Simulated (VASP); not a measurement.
Input of a VASP 6.6.1 run:

INCAR

```
SYSTEM = V
PREC = Accurate
ENCUT = 520
EDIFF = 1E-7
ISMEAR = -1
SIGMA = 0.1
LREAL = .False.
LASPH = .True.
NELM = 60
ALGO = Fast
ISIF = 2
LWAVE = .False.
LCHARG = .False.
GGA = PS
NBANDS = 12
```

KPOINTS

```
Automatic mesh
0
Gamma
  15 15 15
  0 0 0
```

POSCAR

```
V
1.0
    2.3101579933      0.0000000000      0.0000000000
    0.0000000000      2.3101579933      0.0000000000
    0.0000000000      0.0000000000      2.3101579933
V
1
Direct
    0.0000000000      0.0000000000      0.0000000000
```

Potentials or basis: VASP PAW PBE potentials, release 64 (V_sv).

Run with:

```sh
$ cat potpaw_PBE.64/V_sv/POTCAR > POTCAR
$ mpirun -np 1 vasp_std > vasp.out
```

Q: What does it give for the pressure?

A: 26.1 GPa.

Q: Estimate the band gap on the k mesh.

A: None (metal or under the smearing width).

Caveat: so large a pressure means that the cell lies far from this level's equilibrium, or that cutoff or potentials fall short; the potentials were made for another functional, which shifts forces and pressure.
